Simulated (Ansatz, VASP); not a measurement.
## Two plane-wave programs on B

```
B
1.0
     4.15044    0.00000    0.00000
     0.00000    4.18085    0.00000
     0.00000    0.00000    3.40562
B
8
Direct
  0.00000 0.00000 0.74971
  0.50000 0.50000 0.75029
  0.00000 0.00000 0.25029
  0.50000 0.50000 0.24971
  0.64095 0.85732 0.00000
  0.35905 0.14268 0.00000
  0.14095 0.64268 0.50000
  0.85905 0.35732 0.50000
```

Alike in both runs: functional PBE; k mesh 10 × 10 × 12; occupations gaussian, width 0.1 eV; no spin polarisation.

Ansatz relaxed the structure, and its values are those at the end. VASP's run is a single point on that final structure, the one shown.

```csv
,VASP,Ansatz
version,VASP 6.6.1,Ansatz 0.2.0
potentials or method,"VASP PAW PBE potentials, release 64 (B)","scalar-relativistic, plane waves, PAW"
plane-wave cutoff (eV),520,420
valence electrons in the cell,24,24
```

|  | VASP | Ansatz | Ansatz less VASP |
| --- | --- | --- | --- |
| gap on the k mesh at the Fermi level (eV) | none | none | - |
| pressure (GPa) | 0.0 | 0.0 | 0.00 |
| rms of the force components (eV/Å) | 0.003 | 0.001 | -0.0028 |

A gap of «none» marks a metal or a gap that the smearing closes.
